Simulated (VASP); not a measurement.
# Au: intraband terms of a metal's spectrum

Au, P6_3/mmc (no. 194), 2 atoms in the cell. PBE, independent-particle dielectric function; PAW potentials Au (PBE set).

## Input

INCAR.step1:
```
SYSTEM = Au
PREC = Accurate
ENCUT = 270
ISMEAR = 1
SIGMA = 0.1
EDIFF = 1E-7
LASPH = .True.
KPAR = 4
LWAVE = .False.
LCHARG = .True.
LMAXMIX = 4
```

INCAR.step2:
```
SYSTEM = Au
PREC = Accurate
ENCUT = 270
ISMEAR = 0
SIGMA = 0.3
EDIFF = 1E-6
LASPH = .True.
KPAR = 4
LWAVE = .True.
LCHARG = .False.
LMAXMIX = 4
ICHARG = 11
NBANDS = 29
NEDOS = 3000
OMEGAMAX = 30
CSHIFT = 0.1
```

INCAR.step3, as INCAR.step2 but for:
```
- LWAVE = .True.
+ LWAVE = .False.
+ LOPTICS = .True.
+ ALGO = None
+ NELM = 1
+ ISTART = 1
```

INCAR.step4, as INCAR.step3 but for:
```
+ WPLASMAI = 0.03
```

INCAR.step5 to INCAR.step6 change the same tag again: WPLASMAI = 0.1, 0.3.

INCAR.step7, as INCAR.step6 but for:
```
- WPLASMAI = 0.3
+ RTIME = 1
```

INCAR.step8, as INCAR.step7 but for:
```
- RTIME = 1
+ RTIME = 5
```

INCAR.step9, as INCAR.step8 but for:
```
- RTIME = 5
+ LNABLA = .True.
```

INCAR.step10, as INCAR.step9 but for:
```
- ISMEAR = 0
- LNABLA = .True.
+ ISMEAR = -5
```

KPOINTS.step1:
```
k-points
0
Gamma
  11 11 6
```

KPOINTS.step2:
```
k-points
0
Gamma
  16 16 9
```

POSCAR:
```
Au
1.0
    2.9000000000      0.0000000000      0.0000000000
   -1.4500000000      2.5114736710      0.0000000000
    0.0000000000      0.0000000000      4.8800000000
Au
2
Direct
    0.6666666667      0.3333333333      0.2500000000
    0.3333333333      0.6666666667      0.7500000000
```

Commands (each step's output is kept before the next begins):
```
cat potpaw_PBE.64/Au/POTCAR > POTCAR
cp INCAR.step1 INCAR
cp KPOINTS.step1 KPOINTS
mpirun -np 4 vasp_std > vasp.out
cp INCAR.step2 INCAR
cp KPOINTS.step2 KPOINTS
mpirun -np 4 vasp_std > vasp.out
cp INCAR.step3 INCAR
mpirun -np 4 vasp_std > vasp.out
cp INCAR.step4 INCAR
mpirun -np 4 vasp_std > vasp.out
cp INCAR.step5 INCAR
mpirun -np 4 vasp_std > vasp.out
cp INCAR.step6 INCAR
mpirun -np 4 vasp_std > vasp.out
cp INCAR.step7 INCAR
mpirun -np 4 vasp_std > vasp.out
cp INCAR.step8 INCAR
mpirun -np 4 vasp_std > vasp.out
cp INCAR.step9 INCAR
mpirun -np 4 vasp_std > vasp.out
cp INCAR.step10 INCAR
mpirun -np 4 vasp_std > vasp.out
```

## Result

- Bands: 29

One ground state, settings moved in the last step alone:

| Settings | Plasma frequency (eV) | Im ε at 0.5 eV | Im ε at 1 eV | Im ε at 2 eV | Im ε at 4 eV | Time (s) |
|---|---|---|---|---|---|---|
| interband part alone | 10.00 | 0.5 | 2.1 | 7.8 | 5.6 | 9 |
| Drude term, WPLASMAI 0.03 | 10.00 | 24.4 | 5.1 | 8.2 | 5.7 | 9 |
| Drude term, WPLASMAI 0.1 | 10.00 | 77.4 | 12.0 | 9.0 | 5.8 | 9 |
| Drude term, WPLASMAI 0.3 | 10.00 | 176.9 | 29.6 | 11.4 | 6.1 | 9 |
| relaxation time RTIME 1 fs | 10.00 | 193.1 | 48.0 | 15.2 | 6.6 | 9 |
| relaxation time RTIME 5 fs | 10.00 | 99.0 | 15.0 | 9.4 | 5.8 | 10 |
| transversal form (LNABLA) | 10.13 | 0.5 | 2.1 | 7.4 | 5.4 | 9 |
| tetrahedron method | – | – | – | – | – | no result |

Limits: Spin-orbit coupling is left out, which can matter with atoms this heavy.

VASP 6.6.1 took 77 s on 4 cores (Intel Xeon Platinum 8259CL @ 2.50GHz (Skylake/Cascade Lake)), a shared host.
